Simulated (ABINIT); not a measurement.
The system is Cs.

```
Cs
1.0
    -3.12847    3.12847    3.12847
     3.12847   -3.12847    3.12847
     3.12847    3.12847   -3.12847
Cs
1
Direct
  0.00000 0.00000 0.00000
```

- Program: ABINIT 10.8.3 (patched build)
- Task: relaxation of cell and atoms
- Functional: PBEsol
- Potentials or basis: PseudoDojo NC SR PBEsol v0.4.1 standard
- Cutoff: 680 eV
- k mesh: 4 × 4 × 4
- Occupations: fermi-dirac, width 0.05 eV
- Spin: no spin polarisation

At the start: pressure -0.2 GPa; volume 122.48 Å³/atom.

Problem. How do energy, volume and symmetry change on relaxing?

Solution. Over 4 steps the energy falls by 7.2 meV/atom and the volume is 109.24 Å³/atom (-10.8 %); space group Im-3m (No. 229, to 0.05 Å).

The path:
```tsv
step	energy change (eV)	largest force (eV/Å)	pressure (GPa)	volume (Å³)
1	0.0000	0.0000	-0.17	122.48
2	-0.0001	0.0000	-0.16	122.42
3	-0.0072	0.0000	0.01	108.79
4	-0.0072	0.0000	0.00	109.24
```

Final structure:
```
CELL_PARAMETERS angstrom
-3.01146 3.01146 3.01146
3.01146 -3.01146 3.01146
3.01146 3.01146 -3.01146
ATOMIC_POSITIONS crystal
Cs 0.00000 0.00000 0.00000
```
